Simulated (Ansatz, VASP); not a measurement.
# One calculation of C, two programs

```xyz
1
Lattice="1.8007 0.0000 0.0000 0.0000 1.8007 0.0000 0.0000 0.0000 1.7236" Properties=species:S:1:pos:R:3 pbc="T T T"
C     0.9004    0.9004    0.0000
```

Alike in both runs: functional PBE; k mesh 10 × 10 × 10; occupations gaussian, width 0.1 eV; no spin polarisation.

Ansatz relaxed the structure, and its values are those at the end. VASP's run is a single point on that final structure, the one shown.

|  | VASP | Ansatz |
| --- | --- | --- |
| version | VASP 6.6.1 | Ansatz 0.2.0 |
| potentials or method | VASP PAW PBE potentials, release 64 (C) | scalar-relativistic, plane waves, PAW |
| plane-wave cutoff (eV) | 520 | 420 |
| valence electrons in the cell | 4 | 4 |

VASP gave:

```
gap on the k mesh at the Fermi level (eV) : none
pressure (GPa)                            : 0.2
```

Task: Which values does Ansatz return?

Result: gap on the k mesh at the Fermi level (eV): none; pressure (GPa): 0.0.

A gap of «none» marks a metal or a gap that the smearing closes. The functional is the same, so the differences come from potentials, cutoffs and numerics.

Caveats: the k mesh is coarse (spacing up to 0.36 Å⁻¹), so the values aren't converged.
